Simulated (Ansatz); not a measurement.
## Mo (Im-3m), two-dimensional strain map

All numbers below come from DFT PBE, scalar-relativistic, plane waves, PAW (Ansatz). The runs took a 420 eV cutoff, a Γ-centred 22×22×22 mesh and Gaussian smearing (0.15 eV). No spin polarisation. Energies are free energies at this smearing, counted from the undisturbed cell; pressure is positive in compression.

The undisturbed cell (as given, not relaxed at this level; it stands at 4.8 GPa):

```yaml
crystal:
  lattice:
    - [-1.57100, 1.57100, 1.57100]
    - [1.57100, -1.57100, 1.57100]
    - [1.57100, 1.57100, -1.57100]
  atoms:
    - { symbol: Mo, position: [0.00000, 0.00000, 0.00000] }
```

The cell is strained by p along both x and y and by q along z, fractional coordinates fixed. Points are written (p, q).

Energy above the undisturbed cell in meV/atom (a dash: not computed):

| p \ q | -0.080 | -0.040 | 0.000 | 0.040 | 0.080 |
| --- | --- | --- | --- | --- | --- |
| -0.080 | 1106.1 | 781.7 | 573.1 | ? | 390.6 |
| -0.040 | 505.8 | 273.7 | 150.0 | 108.6 | 128.1 |
| 0.000 | 214.4 | 59.5 | 0.0 | 15.8 | 89.1 |
| 0.040 | ? | 62.3 | 54.5 | 113.5 | ? |
| 0.080 | 241.5 | ? | 257.3 | 349.9 | 487.8 |

Task: Fill in the withheld energies.

Result: (-0.080, 0.040): 451.5; (0.040, -0.080): 150.2; (0.040, 0.080): 224.5; (0.080, -0.040): 220.3.